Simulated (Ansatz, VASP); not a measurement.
# One calculation of Mg, two programs

```
Mg
1.0
     3.17683    0.00000    0.00000
    -1.58841    2.75121    0.00000
     0.00000    0.00000   10.31886
Mg
4
Direct
  0.66667 0.33333 0.75000
  0.00000 0.00000 0.50000
  0.33333 0.66667 0.25000
  0.00000 0.00000 0.00000
```

Alike in both runs: functional LDA; k mesh 10 × 10 × 3; occupations fermi-dirac, width 0.05 eV; no spin polarisation.

```csv
,VASP,Ansatz
version,VASP 6.6.1,Ansatz 0.2.0
potentials or method,"VASP PAW LDA potentials, release 64 (Mg), cutoff 520 eV","all-electron LAPW, scalar-relativistic"
task,single point,band structure
```

|  | VASP | Ansatz | Ansatz less VASP |
| --- | --- | --- | --- |
| gap on the k mesh at the Fermi level (eV) | none | none | - |
| pressure (GPa) | -1.6 | -1.3 | +0.35 |
| largest component of the traceless stress (GPa) | 0.70 | 0.70 | +0.008 |

A gap of «none» marks a metal or a gap that the smearing closes. Ansatz ran all-electron here, so the differences hold the error of VASP's frozen core and of both bases.
